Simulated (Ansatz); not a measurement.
The calculation used DFT PBE, scalar-relativistic, plane waves, PAW (Ansatz 0.2.0). The screen uses 420 eV, coarse Γ-centred meshes (up to 0.6 Å⁻¹ on the start cell), Gaussian smearing of 0.2 eV, tolerances of 0.08 eV/Å and 0.8 GPa and 16 steps at most, with the symmetry of each start kept. No spin polarisation. Energies are free energies per atom, good to about 0.1 eV/atom between metallic cells, end volumes are rough, and groups of ends are read at 0.1 Å.

Two trial cells of MgZn4O, not yet relaxed:

A.

Space group P6mm (No. 183). a = 4.171 Å, b = 4.171 Å, c = 5.797 Å, α = 90.00°, β = 90.00°, γ = 120.00°
| atom | site | symmetry | x | y | z |
| --- | --- | --- | --- | --- | --- |
| Mg | 1a | 6mm | 0.0000 | 0.0000 | 0.5807 |
| Zn | 3c | 2mm | 0.5000 | 0.0000 | 0.7490 |
| Zn | 1a | 6mm | 0.0000 | 0.0000 | 0.1410 |
| O | 1a | 6mm | 0.0000 | 0.0000 | 0.9187 |

B.

Space group I4/mmm (No. 139). a = 2.980 Å, b = 2.980 Å, c = 18.100 Å, α = 90.00°, β = 90.00°, γ = 90.00°
| atom | site | symmetry | x | y | z |
| --- | --- | --- | --- | --- | --- |
| Mg | 2a | 4/mmm | 0.0000 | 0.0000 | 0.0000 |
| Zn | 4e | 4mm | 0.5000 | 0.5000 | 0.1180 |
| Zn | 4e | 4mm | 0.0000 | 0.0000 | 0.2060 |
| O | 2b | 4/mmm | 0.5000 | 0.5000 | 0.0000 |

Question: Which is lower as given, and which after relaxing?

Answer: As given, B is lower by 3.16 eV/atom. Relaxed, B is lower by 0.63 eV/atom, so the order holds. A goes from P6mm at 14.6 Å³/atom to P6mm at 23.1 Å³/atom and gains 2.60 eV/atom. B goes from I4/mmm at 13.4 Å³/atom to I4/mmm at 14.7 Å³/atom and gains 0.07 eV/atom. The closest pair in A goes from Zn–O at 1.29 Å to Mg–O at 1.88 Å. The closest pair in B goes from Mg–O at 2.11 Å to Mg–O at 2.01 Å. At the end: counting Mg or Zn atoms around O (for each partner element, those within 1.25 times its shortest distance or 1.15 times the sum of covalent radii, where it is the nearest in units of that sum or under 1.3; a plus sign parts groups by distance over the sum of covalent radii), A has O 1+1 and B has O 4.
